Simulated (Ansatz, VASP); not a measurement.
One calculation of TiO2 (Rutile), two programs

```
CELL_PARAMETERS angstrom
4.59002 0.00000 0.00000
0.00000 4.59002 0.00000
0.00000 0.00000 2.94031
ATOMIC_POSITIONS crystal
Ti 0.00000 0.00000 0.00000
Ti 0.50000 0.50000 0.50000
O 0.30443 0.30443 0.00000
O 0.19557 0.80443 0.50000
O 0.69557 0.69557 0.00000
O 0.80443 0.19557 0.50000
```

Alike in both runs: functional PBEsol; k mesh 3 × 3 × 5; no spin polarisation.

Ansatz relaxed the structure, and its values are those at the end. VASP's run is a single point on that final structure, the one shown.

|  | VASP | Ansatz |
| --- | --- | --- |
| version | VASP 6.6.1 | Ansatz 0.2.0 |
| potentials or method | VASP PAW PBE potentials, release 64 (Ti_sv, O) | plane waves, PAW |
| plane-wave cutoff (eV) | 520 | 435 |
| occupations | gaussian, width 0.01 eV | fixed |
| valence electrons in the cell | 48 | 48 |

VASP gave:

| Property | Result |
| --- | --- |
| pressure (GPa) | 0.7 |
| rms of the force components (eV/Å) | 0.012 |

What did Ansatz give for the same quantities?

Pressure (GPa): 0.0; rms of the force components (eV/Å): 0.000.

Ansatz warned: «force_scf_threshold_loose».

Caveats: the k mesh is coarse (spacing up to 0.46 Å⁻¹), so the values aren't converged; the PAW data sets were made with another functional, which shifts forces and pressure a little (VASP). A k mesh can miss the band edges.
